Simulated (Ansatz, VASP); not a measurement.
## SrTiO3: VASP beside Ansatz

File INCAR:

```
ALGO = Normal
EDIFF = 1E-6
ENCUT = 520
GGA = PE
ISIF = 2
ISMEAR = 0
LASPH = True
LCHARG = False
LREAL = False
LWAVE = False
NBANDS = 28
NELM = 60
PREC = Accurate
SIGMA = 0.02
```

The input KPOINTS:

```
k-points
0
Gamma
  8 8 8
```

The input POSCAR:

```
SrTiO3
1.0
    3.8966397421      0.0000000000      0.0000000000
    0.0000000000      3.8966397421      0.0000000000
    0.0000000000      0.0000000000      3.8966397421
Sr Ti O
1 1 3
Direct
    0.5000000000      0.5000000000      0.5000000000
    0.0000000000      0.0000000000      0.0000000000
    0.5000000000      0.0000000000      0.0000000000
    0.0000000000      0.5000000000      0.0000000000
    0.0000000000      0.0000000000      0.5000000000
```

Input for Ansatz:

```yaml
crystal:
  lattice:
    - [3.8966397421, 0.0, 0.0]
    - [0.0, 3.8966397421, 0.0]
    - [0.0, 0.0, 3.8966397421]
  atoms:
    - { symbol: Sr, position: [0.5, 0.5, 0.5] }
    - { symbol: Ti, position: [0.0, 0.0, 0.0] }
    - { symbol: O, position: [0.5, 0.0, 0.0] }
    - { symbol: O, position: [0.0, 0.5, 0.0] }
    - { symbol: O, position: [0.0, 0.0, 0.5] }
basis:
  ecutwfc: 420
kpoints:
  mp_grid: { grid: [8, 8, 8] }
hamiltonian:
  xc: pbe
scf:
  occupations: { method: gaussian, width: 0.02 }
output:
  forces: true
  stress: true
  eigenvalues: true
```

Alike in both runs: task single point; functional PBE; k mesh 8 × 8 × 8; occupations gaussian, width 0.02 eV; no spin polarisation.

|  | VASP | Ansatz |
| --- | --- | --- |
| version | VASP 6.6.1 | Ansatz 0.2.0 |
| potentials or method | VASP PAW PBE potentials, release 64 (Sr_sv, Ti_sv, O) | scalar-relativistic, plane waves, PAW |
| plane-wave cutoff (eV) | 520 | 420 |
| valence electrons in the cell | 40 | 40 |

```tsv
	VASP	Ansatz	Ansatz less VASP
gap on the k mesh at the Fermi level (eV)	1.87	1.90	+0.032
least direct gap on the mesh (eV)	2.22	2.24	+0.021
pressure (GPa)	6.2	5.6	-0.66
```

A k mesh can miss the band edges.
